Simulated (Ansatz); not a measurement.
Below is a relaxed structure of Te. The cell was found from a structure generator's guess, not taken from experiment.

Level of theory: DFT PBE, scalar-relativistic, plane waves, PAW in Ansatz. Cutoff 420 eV, Γ-centred mesh, Gaussian smearing, no spin polarisation.

```xyz
3
Lattice="4.1110 0.0000 0.0000 -2.0555 3.5602 0.0000 0.0000 0.0000 7.1433" Properties=species:S:1:pos:R:3 pbc="T T T"
Te    2.0555    1.1867    5.0089
Te    2.0555    1.1867    2.1345
Te    0.0000    0.0000    0.0000
```

Energies count from the standard state of Te at the same level.

Task: Find its symmetry and describe it.

Result: P-6m2 (No. 187). Conventional cell: a = 4.111 Å, c = 7.143 Å. Te on a site of symmetry 3m has 1 Te at 2.87 Å and 3 Te at 3.19 Å; around Te on a site of symmetry -6m2 lie 6 Te at 3.19 Å.

Task: How far does it lie from the standard state of Te?

Result: +0.24 eV/atom. So it is a metastable form at best.

Task: Is it a metal?

Result: Yes, bands cross the Fermi level on the 12×12×8 mesh.

Task: From what recipe could a structure generator have reached it?

Result: One such recipe: 4-, 6-connected net of one element (P-6m2, No. 187). Other recipes can lead to the same cell.

The last run used a 12×12×8 mesh (in the run's order of axes) for its 3-atom cell and Gaussian smearing of 0.10 eV. Spin–orbit coupling, which can matter for Te, is left out. The reference form of Te is held partly by dispersion forces, which this level lacks. A structure relaxed within its symmetry needn't be a true minimum.
